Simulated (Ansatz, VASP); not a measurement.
## Ni in VASP and in Ansatz

```
Ni
1.0
     0.00000    1.80150    1.80150
     1.80150    0.00000    1.80150
     1.80150    1.80150    0.00000
Ni
1
Cartesian
  0.0000 0.0000 0.0000
```

Alike in both runs: task single point; functional PBE; k mesh 12 × 12 × 12; occupations fermi-dirac, width 0.1 eV; collinear spin.

|  | VASP | Ansatz |
| --- | --- | --- |
| version | VASP 6.6.1 | Ansatz 0.2.0 |
| potentials or method | VASP PAW PBE potentials, release 64 (Ni) | PAW, plane waves, scalar-relativistic |
| plane-wave cutoff (eV) | 520 | 420 |
| valence electrons in the cell | 10 | 18 |

|  | VASP | Ansatz | Ansatz less VASP |
| --- | --- | --- | --- |
| pressure (GPa) | -11.2 | -11.3 | -0.14 |
| net moment per atom (μB) | 0.66 | 0.68 | +0.016 |
| size of the moment on the site where the two differ most (μB) | 0.68 | 0.72 | +0.039 |

Site moments also hang on the region over which each program counts them. The functional is the same, so the differences come from potentials, cutoffs and numerics. The two sets of potentials don't hold the same shells in valence. Ansatz warned: «dm_fallback_engaged».
